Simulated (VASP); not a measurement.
# MgO, nudged elastic band: which settings are enough?

MgO, P6_3mc (no. 186), 4 atoms in the cell. PBE, nudged elastic band; PAW potentials Mg, O (PBE set). VASP 6.6.1.

Wanted: barrier within 0.02 eV.

Path: polar cell switched through its nonpolar parent at fixed lattice; Moving images: 3.

The series start from Cutoff ENCUT (eV): 500; k mesh: 5 × 5 × 3; SCF threshold EDIFF (eV): 1e-5; PREC: Normal; LREAL: no. Each series keeps the choices made before it, and each single choice may use up half of a tolerance. Times cover all steps of a run.

## Cutoff ENCUT (eV)

| Cutoff ENCUT (eV) | Barrier (eV) | Time (s) |
|---|---|---|
| 350 | 0.392 | 5.3 |
| 400 | 0.389 | 5.5 |
| 450 | 0.387 | 6.5 |
| 500 | 0.386 | 6.6 |
| 550 | 0.387 | 7.0 |
| 600 (reference) | 0.387 | 7.1 |

Chosen: 350, the loosest value from which every tighter one stays within half of the tolerance.

## k mesh

| k mesh | Barrier (eV) | Time (s) |
|---|---|---|
| 3 × 3 × 2 | 0.388 | 4.8 |
| 4 × 4 × 2 | 0.393 | 4.9 |
| 5 × 5 × 3 | 0.392 | 5.3 |
| 6 × 6 × 4 | 0.392 | 6.4 |
| 8 × 8 × 5 (reference) | 0.392 | 7.3 |

Chosen: 3 × 3 × 2.

## SCF threshold EDIFF (eV)

| SCF threshold EDIFF (eV) | Barrier (eV) | Time (s) |
|---|---|---|
| 0.001 | 0.388 | 4.2 |
| 0.0001 | 0.388 | 4.6 |
| 1e-5 | 0.388 | 4.8 |
| 1e-6 (reference) | 0.388 | 5.2 |

Chosen: 0.001.

## PREC

| PREC | Barrier (eV) | Time (s) |
|---|---|---|
| Normal | 0.388 | 4.2 |
| Accurate | 0.387 | 5.0 |

Chosen: Normal; no other choice that stays within half of the tolerance saves 30 % of the time.

## LREAL

| LREAL | Barrier (eV) | Time (s) |
|---|---|---|
| no | 0.388 | 4.2 |
| Auto | 0.388 | 4.5 |

Chosen: no.

## All choices together

| Input | Barrier (eV) | Time (s) |
|---|---|---|
| chosen settings | 0.388 | 4.2 |
| reference settings throughout | 0.386 | 13 |

The tolerance is met.

## The input

INCAR.step1:
```
ALGO = Normal ; EDIFF = 0.001
EDIFFG = -0.02 ; ENCUT = 350
IBRION = 2 ; ISIF = 2
ISMEAR = 0 ; KPAR = 3
LASPH = True ; LCHARG = False
LREAL = False ; LWAVE = False
NELM = 100 ; NSW = 100
POTIM = 0.5 ; PREC = Normal
SIGMA = 0.05
```

INCAR.step3:
```
ALGO = Normal ; EDIFF = 0.001
EDIFFG = -0.05 ; ENCUT = 350
IBRION = 1 ; IMAGES = 3
ISMEAR = 0 ; LASPH = True
LCHARG = False ; LREAL = False
LWAVE = False ; NELM = 100
NSW = 200 ; POTIM = 0.3
PREC = Normal ; SIGMA = 0.05
SPRING = -5
```

KPOINTS:
```
Automatic mesh
0
Gamma
  3 3 2
  0 0 0
```

00/POSCAR:
```
MgO
1.0
    3.3077869865      0.0000000000      0.0000000000
   -1.6538934933      2.8646275606      0.0000000000
    0.0000000000      0.0000000000      4.9828816700
Mg O
2 2
Direct
    0.6666666667      0.3333333333      0.5021597400
    0.3333333333      0.6666666667      0.0021597400
    0.6666666667      0.3333333333      0.9024402600
    0.3333333333      0.6666666667      0.4024402600
```

01/POSCAR:
```
MgO
1.0
    3.3077869865      0.0000000000      0.0000000000
   -1.6538934933      2.8646275606      0.0000000000
    0.0000000000      0.0000000000      4.9828816700
Mg O
2 2
Direct
    0.6666666667      0.3333333333      0.4772298700
    0.3333333333      0.6666666667     -0.0227701300
    0.6666666667      0.3333333333      0.9273701300
    0.3333333333      0.6666666667      0.4273701300
```

02/POSCAR:
```
MgO
1.0
    3.3077869865      0.0000000000      0.0000000000
   -1.6538934933      2.8646275606      0.0000000000
    0.0000000000      0.0000000000      4.9828816700
Mg O
2 2
Direct
    0.6666666667      0.3333333333      0.4523000000
    0.3333333333      0.6666666667     -0.0477000000
    0.6666666667      0.3333333333      0.9523000000
    0.3333333333      0.6666666667      0.4523000000
```

03/POSCAR:
```
MgO
1.0
    3.3077869865      0.0000000000      0.0000000000
   -1.6538934933      2.8646275606      0.0000000000
    0.0000000000      0.0000000000      4.9828816700
Mg O
2 2
Direct
    0.6666666667      0.3333333333      0.4273701300
    0.3333333333      0.6666666667     -0.0726298700
    0.6666666667      0.3333333333      0.9772298700
    0.3333333333      0.6666666667      0.4772298700
```

04/POSCAR:
```
MgO
1.0
    3.3077869865      0.0000000000      0.0000000000
   -1.6538934933      2.8646275606      0.0000000000
    0.0000000000      0.0000000000      4.9828816700
Mg O
2 2
Direct
    0.6666666667      0.3333333333      0.4024402600
    0.3333333333      0.6666666667     -0.0975597400
    0.6666666667      0.3333333333      1.0021597400
    0.3333333333      0.6666666667      0.5021597400
```

POSCAR.step1:
```
MgO
1.0
    3.3077869865      0.0000000000      0.0000000000
   -1.6538934933      2.8646275606      0.0000000000
    0.0000000000      0.0000000000      4.9828816700
Mg O
2 2
Direct
    0.6666666667      0.3333333333      0.5021597400
    0.3333333333      0.6666666667      0.0021597400
    0.6666666667      0.3333333333      0.9024402600
    0.3333333333      0.6666666667      0.4024402600
```

POSCAR.step2:
```
MgO
1.0
    3.3077869865      0.0000000000      0.0000000000
   -1.6538934933      2.8646275606      0.0000000000
    0.0000000000      0.0000000000      4.9828816700
Mg O
2 2
Direct
    0.6666666665      0.3333333331      0.5021597400
    0.3333333331      0.6666666665      0.0021597400
    0.6666666665      0.3333333331      1.1018792200
    0.3333333331      0.6666666665      0.6018792200
```

Commands (each step's output is kept before the next begins):
```
cat potpaw_PBE.64/Mg/POTCAR potpaw_PBE.64/O/POTCAR > POTCAR
cp INCAR.step1 INCAR
cp POSCAR.step1 POSCAR
mpirun -np 3 vasp_std > vasp.out
cp POSCAR.step2 POSCAR
mpirun -np 3 vasp_std > vasp.out
# 00 and 04 hold the relaxed ends, the second shifted as a whole so that the mean position stays; the images between are interpolated (linear)
cp INCAR.step3 INCAR
mpirun -np 3 vasp_std > vasp.out
```

Limits: the first guess already met the force threshold, so the band hardly moved.

The chosen input took VASP 6.6.1 4.2 s on 3 cores (AMD EPYC 9R45 (Zen 5)), a shared host.
